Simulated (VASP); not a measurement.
# A VASP 6.6.1 single-point calculation on CdS

INCAR

```
NBANDS = 16
LREAL = Auto
SIGMA = 0.02
EDIFF = 1E-7
PREC = Accurate
ISIF = 2
LWAVE = .FALSE.
ENCUT = 520
NELM = 120
GGA = PE
NSW = 0
LCHARG = .FALSE.
IBRION = -1
LASPH = .TRUE.
AMIX = 0.6
ISMEAR = -1
```

KPOINTS

```
KPOINTS created by Atomic Simulation Environment
0
Gamma
8 8 8
0 0 0
```

POSCAR

```
Cd S
 1.0000000000000000
    -0.0000000000000000    2.9392148430445664    2.9392148430445664
     2.9392148430445664    0.0000000000000000    2.9392148430445664
     2.9392148430445664    2.9392148430445664    0.0000000000000000
 Cd  S
   1   1
Cartesian
  0.0000000000000000  0.0000000000000000 -0.0000000000000000
  1.4696074215222832  1.4696074215222832  1.4696074215222832
```

The recommended PBE PAW datasets give the neutral cell 18 valence electrons.

Command

```
mpirun -np 1 vasp_std
```

OSZICAR

```
N       E                     dE             d eps       ncg     rms          rms(c)
DAV:   1     0.110416648954E+03    0.11042E+03   -0.88930E+03   944   0.102E+03
DAV:   2    -0.239045057980E+01   -0.11281E+03   -0.10602E+03  1128   0.255E+02
DAV:   3    -0.666207532845E+01   -0.42716E+01   -0.42649E+01  1184   0.517E+01
DAV:   4    -0.668768737414E+01   -0.25612E-01   -0.25610E-01  1192   0.392E+00
DAV:   5    -0.668804422938E+01   -0.35686E-03   -0.35685E-03  1128   0.436E-01    0.772E+00
DAV:   6    -0.615054342918E+01    0.53750E+00   -0.18580E+00  1392   0.167E+01    0.650E+00
DAV:   7    -0.613794039767E+01    0.12603E-01   -0.24063E-01  1008   0.617E+00    0.263E+00
DAV:   8    -0.614024310937E+01   -0.23027E-02   -0.19110E-02  1088   0.108E+00    0.423E-01
DAV:   9    -0.614013455635E+01    0.10855E-03   -0.11125E-03  1128   0.266E-01    0.127E-01
DAV:  10    -0.614017204221E+01   -0.37486E-04   -0.29488E-04  1064   0.107E-01    0.594E-02
DAV:  11    -0.614017448948E+01   -0.24473E-05   -0.16240E-05  1296   0.453E-02    0.162E-02
DAV:  12    -0.614017419904E+01    0.29044E-06   -0.22242E-06  1064   0.857E-03    0.233E-03
DAV:  13    -0.614017422218E+01   -0.23138E-07   -0.19000E-07  1208   0.264E-03
   1 F= -.61401742E+01 E0= -.61401742E+01  d E =-.707922E-11
```

From OUTCAR

```
k-points           NKPTS =     29   k-points in BZ     NKDIM =     29   number of bands    NBANDS=     16

   NELECT =      18.0000    total number of electrons

   dimension x,y,z NGX =    32 NGY =   32 NGZ =   32
   dimension x,y,z NGXF=    64 NGYF=   64 NGZF=   64

  energy-cutoff  :      520.00
  volume of cell :       50.78
      direct lattice vectors                 reciprocal lattice vectors
     0.000000000  2.939214843  2.939214843    -0.170113458  0.170113458  0.170113458
     2.939214843  0.000000000  2.939214843     0.170113458 -0.170113458  0.170113458
     2.939214843  2.939214843  0.000000000     0.170113458  0.170113458 -0.170113458

 k-points in reciprocal lattice and weights: KPOINTS created by Atomic Simulation Env
   0.00000000  0.00000000  0.00000000       0.002
   0.12500000  0.00000000  0.00000000       0.016
   0.25000000  0.00000000  0.00000000       0.016
   0.37500000  0.00000000  0.00000000       0.016
   0.50000000  0.00000000  0.00000000       0.008
   0.12500000  0.12500000  0.00000000       0.012
   0.25000000  0.12500000  0.00000000       0.047
   0.37500000  0.12500000  0.00000000       0.047
   ...

 E-fermi :   1.5254

 k-point     1 :       0.0000    0.0000    0.0000
  band No.  band energies     occupation
      1     -11.1123      2.00000
      2      -6.5289      2.00000
      3      -6.5289      2.00000
      4      -6.5289      2.00000
      5      -6.0803      2.00000
      6      -6.0803      2.00000
      7       1.1175      2.00000
      8       1.1175      2.00000
      9       1.1175      2.00000
     10       2.2159      0.00000
     11       7.6679      0.00000
     12       7.6679      0.00000
     13       7.6679      0.00000
     14      12.4289      0.00000
     15      12.5624      0.00000
     16      12.5624      0.00000

 k-point     2 :       0.1250    0.0000    0.0000
  band No.  band energies     occupation
      1     -11.0533      2.00000
      2      -6.5078      2.00000
      3      -6.5078      2.00000
      4      -6.4761      2.00000
      5      -6.0812      2.00000
      6      -6.0812      2.00000
      7       0.1073      2.00000
      8       1.0009      2.00000
      9       1.0009      2.00000
     10       3.0528      0.00000
     11       7.4040      0.00000
     12       7.8612      0.00000
     13       7.8612      0.00000
     14      11.9742      0.00000
     15      11.9742      0.00000
     16      13.0266      0.00000

 k-point     3 :       0.2500    0.0000    0.0000
  band No.  band energies     occupation
      1     -10.9102      2.00000
      2      -6.4619      2.00000
      3      -6.4619      2.00000
      4      -6.2898      2.00000
      5      -6.0761      2.00000
      6      -6.0761      2.00000
      7      -1.3224      2.00000
      8       0.7382      2.00000
      9       0.7382      2.00000
     10       3.8513      0.00000
     11       7.3930      0.00000
     12       8.1597      0.00000
     13       8.1597      0.00000
     14      11.7402      0.00000
     15      11.7402      0.00000
     16      12.3943      0.00000

 ...

  Total        0.5394940      0.5394940      0.5394940     -0.0000000      0.0000000     -0.0000000
  in kB       17.0205344     17.0205344     17.0205344     -0.0000000      0.0000000     -0.0000000
  external PRESSURE =      17.0205344 kB  Pullay stress =       0.0000000 kB

 POSITION                                       TOTAL-FORCE (eV/Angst)
 -----------------------------------------------------------------------------------
      0.00000      0.00000      0.00000         0.000000      0.000000      0.000000
      1.46961      1.46961      1.46961        -0.000000     -0.000000     -0.000000
 -----------------------------------------------------------------------------------
    total drift:                               -0.000000     -0.000000     -0.000000

  FREE ENERGIE OF THE ION-ELECTRON SYSTEM (eV)
  ---------------------------------------------------
  free  energy   TOTEN  =        -6.1401742222 eV

  energy  without entropy=       -6.1401742222  energy(sigma->0) =       -6.14017422
```

It converged. Results: gap between bands v and c on the k mesh 1.10 eV; least direct gap on the k mesh 1.10 eV; pressure 1.7 GPa. Band v is the last that the valence electrons fill when counted band by band, and c is the next.

For comparison, a separate PBE run of the intended cell, on usual settings and not on those above, gives a gap of 1.10 eV on its mesh and a pressure of 1.7 GPa.

The run above took about 27 s on one core of a shared host (Intel Xeon Platinum 8488C) and held 0.18 GiB at most.
